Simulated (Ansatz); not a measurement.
Input of an Ansatz 0.2.0 run:

The input input.yaml:

```yaml
crystal:
  lattice:
    - [-1.8713408863, 1.8713408863, 1.8713408863]
    - [1.8713408863, -1.8713408863, 1.8713408863]
    - [1.8713408863, 1.8713408863, -1.8713408863]
  atoms:
    - { symbol: Sb, position: [0.0, 0.0, 0.0] }
hamiltonian:
  xc: pbesol
  pseudopotentials: { kind: paw }
  dispersion: d3bj
kpoints:
  mp_grid: { grid: [10, 10, 10] }
scf:
  occupations: { method: fermi_dirac, width: 0.05 }
output:
  forces: true
  stress: true
  eigenvalues: true
  write_density: true
  write_potential: true
  elf: true
  volumetric_format: npy
relax:
  f_tol: 0.01
  max_steps: 40
  cell: { stress_tol: 0.05 }
```

Potentials or basis: Ansatz PAW.

Command:

```sh
$ ansatz run input.yaml --threads 2 --pin off --max-ram 5632MiB --backend cpu --events-out ev --progress --plain --runs-dir out
```

**Question.** Estimate the relaxed cell.

**Answer.** a = 3.188 Å, b = 3.188 Å, c = 3.188 Å, α = 109.47°, β = 109.47°, γ = 109.47°.

**Question.** Predict the relaxed volume.

**Answer.** 24.93 Å³/atom.

**Question.** Estimate the space group after relaxing (to 0.05 Å).

**Answer.** Im-3m (No. 229).

**Question.** Estimate the band gap on the k mesh.

**Answer.** None (metal or under the smearing width).

Final structure:
```
CELL_PARAMETERS angstrom
-1.84042 1.84042 1.84042
1.84042 -1.84042 1.84042
1.84042 1.84042 -1.84042
ATOMIC_POSITIONS crystal
Sb 0.00000 0.00000 0.00000
```

Caveat: pairwise dispersion overbinds metals, which lowers pressure and volume; the PAW data sets come from PBE, with cores solved anew for the run's functional, which leaves a small shift of forces and pressure. Spin-orbit coupling is left out, which matters for the levels of Sb.
